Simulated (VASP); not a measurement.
Here is a VASP 6.6.1 calculation.

The input INCAR:

```
ALGO = Normal ; BPARAM = 11.95
CPARAM = 0.0093 ; EDIFF = 1E-7
EDIFFG = -0.005 ; ENCUT = 600
IBRION = 2 ; ISIF = 3
ISMEAR = 0 ; IVDW_NL = 2
KPAR = 4 ; LASPH = T
LCHARG = F ; LMIXTAU = T
LREAL = F ; LUSE_VDW = T
LWAVE = F ; METAGGA = R2SCAN
NELM = 120 ; NSW = 60
PREC = Accurate ; SIGMA = 0.02
```

The input KPOINTS:

```
k-points
0
Gamma
  8 8 8
```

File POSCAR:

```
Mg2Si
1.0
    0.0000000000      3.1650000000      3.1650000000
    3.1650000000      0.0000000000      3.1650000000
    3.1650000000      3.1650000000      0.0000000000
Si Mg
1 2
Direct
    0.0000000000      0.0000000000      0.0000000000
    0.2500000000      0.2500000000      0.2500000000
    0.7500000000      0.7500000000      0.7500000000
```

Potentials or basis: VASP PAW PBE potentials, release 64 (Si, Mg).

Command:

```bash
$ cat potpaw_PBE.64/Si/POTCAR potpaw_PBE.64/Mg/POTCAR > POTCAR
$ mpirun -np 4 vasp_std > vasp.out
```

(1) What does it give for the relaxed cell?

(2) Predict the band gap on the k mesh.

Answers

(1) a = 4.468 Å, b = 4.468 Å, c = 4.468 Å, α = 60.00°, β = 60.00°, γ = 60.00°.

(2) 0.40 eV, indirect (least direct gap 2.46 eV).
